Examination question: what does a loose basis cost?

Three metallic crystals, boron in the diamond structure, rocksalt HfN and simple cubic platinum, were each computed four times at fixed volume. The structures of boron and platinum are models here, not those that the elements have in nature. Only the demanded accuracy of the basis was changed on purpose. The basis error target is the error that the program aims at when it chooses its plane waves; a small target is a tight one. Energies are given relative to the tightest run of the same crystal, so its zero is a reference and not a proof of convergence.

Ansatz 0.2.0, all-electron LAPW, PBE, scalar-relativistic, no spin polarization, for diamond-structure B, rocksalt HfN and simple cubic Pt, each at fixed volume. The k mesh is 16×16×16 (Pt 12×12×12), with Fermi-Dirac smearing of 0.05 eV (Pt 0.08 eV). Energies are free energies, and positive pressure means compression.

```
crystal  basis error target (meV/atom)  energy less that of the crystal's tightest run (meV/atom)  pressure (GPa)  volume (Å³/atom)
      B                            0.1                                                          0           -0.04              8.32
      B                              3                                                       1.34           -0.03              8.32
      B                             10                                                        4.2           -0.02              8.32
      B                             30                                                       13.9            0.04              8.32
    HfN                            0.1                                                          0             n/a              11.5
    HfN                              3                                                       0.74            6.70              11.5
    HfN                             10                                                       2.62            6.72              11.5
    HfN                             30                                                        8.2            6.79              11.5
     Pt                            0.1                                                          0             n/a              18.1
     Pt                              3                                                       0.83            0.00              18.1
     Pt                             10                                                       2.77            0.02              18.1
     Pt                             30                                                       8.36            0.07              18.1
```

Question 1. Which way does the energy move when the target is loosened, and why?

Answer. It rises at every step in all three crystals. A looser target makes the program keep fewer plane waves, and these describe the orbitals in the space between the atoms. With fewer waves the orbitals have less freedom to find their best shape. By the variational principle, a search in a smaller space ends at a higher energy, or at best at the same one. The cutoff for the density is lowered along with that for the orbitals, and the error from this has no fixed sign. The steady rise suggests that the lost freedom of the orbitals outweighs it.

Remark. The direction follows from what is being cut. A neighbouring series in which the k mesh was made coarser would have no such fixed direction. There one samples an integral with fewer points, and the error can have either sign.

Question 2. Is the target equal to the error that one really makes?

Answer. No, it is larger. Boron rises by a little under half of the target, HfN and platinum by roughly a quarter. Within one crystal, however, the fraction hardly changes while the target grows tenfold from 3 to 30 meV/atom. This suggests a simple rule in which each crystal has one constant c:

true error ≈ c × target

The table gives the error less that of the tightest run, so the rule becomes

energy rise ≈ c × (target − 0.1 meV/atom)

Take boron and fix c from the run at target 10 alone. The run at target 30 is then a prediction:

c = 4.2 / 9.9 = 0.42
energy rise at 30 ≈ 4.2 × 29.9 / 9.9 = 12.7 meV/atom

The computed rise is 13.9 meV/atom, so the prediction is about 9 % too low. This is the worst case. With c fixed in the same way, the rule meets the other runs of HfN and platinum within 4 % of their computed rises. The printed analysis after this text lists every prediction.

Remark. The target is best read as a ruler whose scale differs from crystal to crystal. One loose run beside a tight one calibrates it. The rule tests how evenly the program's own error estimate works; it is not a law of the crystals.

Question 3. The total energy of a platinum atom is some 740 times that of a boron atom. Why is its basis error not larger too?

Answer. In part because the program chooses the plane waves of each crystal to meet the same target, so errors of similar size are built in. The cutoff, the highest kinetic energy of a plane wave that is kept, tells more. At target 3 platinum needs 272.9 eV and boron 264.3 eV, which is nearly the same. This is the closest pair: at target 30 platinum needs 205.8 eV against 180.6 eV, and at 0.1 it needs 386.9 eV against 414.5 eV. At none of the four targets do the two differ by more than about 14 %. The size of the total energy is thus a poor guide. Nearly all of platinum's energy belongs to electrons deep inside the atom. The method solves the deepest of them on a radial grid within a sphere around the nucleus, and they need no plane waves. Most of the 42 electrons that are treated explicitly at target 3 also sit close to the nucleus, where atomic functions describe them. The plane waves mainly have to serve the outer electrons, which spread between the atoms and form the bonds.

Remark. The cutoffs show that a heavy atom need not demand much shorter waves, though platinum's larger volume brings more of them; the reason given comes from the construction of the method. Geometry helps too. Neighbours are 2.625 Å apart in platinum and 1.75 Å in boron, and the atomic spheres touch in both crystals, with radii of 1.312 Å and 0.877 Å. For a given element the error in this method is expected to follow the sphere radius times the largest wave number. At target 3 this product is about 11.1 in platinum and 7.3 in boron. Platinum thus does need the larger product, but its spheres are half as large again, and this keeps its cutoff close to boron's. Why boron uses up a larger share of its target is less clear. Its spheres fill only about a third of the volume, against about half in platinum, so more of the space is left to the plane waves. Whether that is the cause is not tested by these runs.

Question 4. How much larger must the basis be to make the error ten times smaller?

Answer. Surprisingly little. Going from target 30 to target 3 reduces the energy rise about tenfold, while the number of plane waves grows only by a factor of 1.5 to 1.8. That number follows from the cutoff:

number of plane waves ∝ volume × cutoff^(3/2)

The reason for the steep gain is that the orbitals are smooth between the atoms. Their sharp wiggles near the nuclei are described by atomic functions inside the spheres. What remains for the plane waves has few components of short wavelength, and these fade quickly once the main features are caught.

Remark. A reader can carry this over to a similar case: the smoother the part left to the plane waves, the sooner extra waves stop mattering. Larger spheres leave a smoother remainder, as long as they don't overlap.

Question 5. In HfN and platinum the program also changed which inner electrons it treats together with the valence electrons. Does this spoil the comparison?

Answer. Not at the level of the trend. In both crystals the tightest run treats more inner electrons explicitly than the looser ones. The runs at 3 and 10 share one treatment. If the change shifted the energy, both would be displaced against the reference by a common amount. A straight line through the runs at 3 and 10, carried back to 0.1, should then miss zero.

It misses by only about 0.04 meV/atom in HfN and 0.03 in platinum. Boron is the control, since the number of its explicit electrons is the same in all four runs. There the same line misses by 0.16 meV/atom, probably because the rise is not perfectly straight. The test therefore can't resolve a shift of one or two tenths of a meV/atom, but a shift of several meV/atom would have stood out.

In HfN the loosest run moves six more electrons into the core. The same line carried on to target 30 misses that run by only 0.2 meV/atom. This second check is coarser, since in boron such a line misses by 1.5 meV/atom.

Remark. The control is what gives the test its meaning. Without boron one might have read the small misses in HfN and platinum as a measured effect of the core treatment.

Question 6. Boron and platinum change the sign of their pressure as the target is loosened. Has the physics changed?

Answer. No. The volume is the same in all runs of a crystal, and the pressure merely drifts upward with the basis error. From the tightest to the loosest run it gains about 0.07 GPa in boron and platinum and 0.11 GPa in HfN. The two pressures not printed in the table belong to the tightest runs, which gave 6.69 GPa for HfN and −0.01 GPa for platinum. A pressure that starts so close to zero can change sign through a tiny error.

Pressure is minus the slope of the energy with volume. An error that was the same at all volumes would raise the energy and leave the pressure alone. If the printed pressure is the exact slope of the unconverged energy, the upward drift means that the basis error becomes smaller as the crystal expands. That is not what one would expect from the plane waves alone. A fixed set of them stretches with the crystal, so its cutoff falls, and with atomic spheres of fixed size the error should grow. This known effect, the Pulay stress, makes the pressure too low, not too high. If the spheres stretch along with the waves, the whole basis is merely rescaled, and one would expect the error to shrink roughly like a kinetic energy, by about two thirds of a percent for one percent more volume. That has the sign seen here and the right order: the drifts correspond to 0.28, 0.94 and 1.0 percent for B, HfN and Pt. How the program treats the spheres and the cutoff in its pressure is not known here, so this remains a candidate and the cause of the drift stays open. Energies at neighbouring volumes, computed once with the same set of waves and once with the same cutoff, each with fixed and with stretched spheres, would show which slope the pressure follows.

Remark. For HfN, which PBE finds clearly compressed at this volume, the drift is below 2 % of the pressure. For boron and platinum it is as large as the pressure itself or larger. The same absolute error is harmless in one case and decides the sign in the other.

Question 7. Which digits can be trusted, and what target should one choose?

Answer. At target 10 the energies lie 3 to 4 meV/atom above the tightest runs, so the single meV is not settled. To bring boron within 1 meV/atom of its tightest run, a target of about 2.3 meV/atom is needed; for HfN and platinum a target of 3 is enough. If the rule of Question 2 holds down to the tightest run, boron still has about 0.04 meV/atom there of the error that the target controls. That last figure is an extrapolation, as no tighter run exists to check it.

Using the same target for two crystals does not make their errors equal. At target 10 boron has risen 1.4 meV/atom more than platinum, so one can't count on such errors to cancel in an energy balance. A tight basis also mends only the basis. The smearing puts platinum's free energy about 14 meV/atom below its zero-smearing estimate, and boron's less than 2 meV/atom below. This drops out within one crystal, where it hardly changes with the target, but not between crystals. The k mesh was not varied. Spin-orbit coupling is absent from HfN and platinum at every target, and no choice of plane waves brings it back.

Remark. The practical rule is to choose the target from the difference that one wants to know, not from the total energy. Run each crystal once at a loose and once at a tight target, and divide the energy rise by the difference of the two targets to get its constant c. Then tighten until c times the target is well below the difference sought, with a margin of at least a tenth for the unevenness seen in boron.

The analysis program printed:

```
Energy rise and proportional prediction from the run at target 10:
  row  target meV  rise/target  predicted rise meV   miss %  cutoff eV  plane waves relative to loosest run  explicit electrons  pressure shift GPa
    B         0.1            0                   0        0      414.5                                3.477                  10                   0
    B           3       0.4467                1.23   -8.186      264.3                                1.771                  10            0.005919
    B          10         0.42                 4.2        0      218.8                                1.333                  10             0.01991
    B          30       0.4633               12.68   -8.742      180.6                                    1                  10             0.07434
  HfN         0.1            0                   0        0      438.1                                2.807                  51                   0
  HfN           3       0.2467              0.7675    3.713      301.6                                1.603                  49               0.009
  HfN          10        0.262                2.62        0      257.9                                1.268                  49             0.03334
  HfN          30       0.2733               7.913   -3.501      220.1                                    1                  43              0.1073
   Pt         0.1            0                   0        0      386.9                                2.578                  48                   0
   Pt           3       0.2767              0.8114   -2.239      272.9                                1.527                  42            0.007003
   Pt          10        0.277                2.77        0      236.9                                1.235                  42             0.02366
   Pt          30       0.2787               8.366  0.07129      205.8                                    1                  42             0.07429
Power of the target that the rise follows from 3 to 30, B: 1.003
The same power, HfN: 1.031
The same power, Pt: 0.99
Line through targets 3 and 10 carried back to 0.1, B (control), meV/atom: 0.1551
The same, HfN, meV/atom: -0.03886
The same, Pt, meV/atom: 0.02629
Total energy an atom, Pt over B (from the further outputs): 741.9
Energy rise at target 30, B over Pt: 1.663
Rise of B less rise of Pt at the same target 10, meV/atom: 1.43
Target at which B would lie 1 meV/atom above its tightest run, straight line from 0.1 to 3, meV/atom: 2.264
Error left in the tightest run if proportionality holds, B, meV/atom: 0.04242
Percent fall of the error for 1 percent more volume at target 30 if stress is the true slope, B: 0.2777
The same, HfN: 0.9392
The same, Pt: 1.004
```
